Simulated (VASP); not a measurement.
Runs of VASP 6.6.1 on In. All rows change the cell; the cell of one of them follows. It takes space group Im-3m (No. 229, cubic). Conventional cell: a = 3.781 Å, b = 3.781 Å, c = 3.781 Å, α = 90.00°, β = 90.00°, γ = 90.00°. In (site symmetry m-3m) has 8 In at 3.27 Å as nearest neighbours. This isn't the form of In at room conditions, which is tetragonal.

```tsv
potentials or basis	cell	k mesh	gap on the mesh (eV)	pressure (GPa)
VASP PAW PBE potentials, release 64 (In_d)	strained and moved within the space group	16 × 16 × 16	none	1.1
VASP PAW PBE potentials, release 64 (Al)	In replaced by Al, lengths x 0.911, strained and moved within the space group	8 × 8 × 8	none	-5.9
VASP PAW PBE potentials, release 64 (Sc_sv)	In replaced by Sc, lengths x 1.118, strained and moved within the space group	6 × 6 × 6	none	-10.5
VASP PAW PBE potentials, release 64 (Sc_sv)	In replaced by Sc, lengths x 1.118, strained and moved within the space group	14 × 14 × 14	none	(a)
```

Alike in all rows: task single point; level PBE; no spin polarisation; cutoff (eV) 520; smearing gaussian 0.1 eV.

**Question.** Fill in the values left out.

**Answer.** (a) -10.6.

A k mesh can miss the band edges, and the runs leave out spin-orbit coupling on In.

A gap of «none» marks a metal or a gap under the smearing width.

The runs don't all hold the same shells in valence.
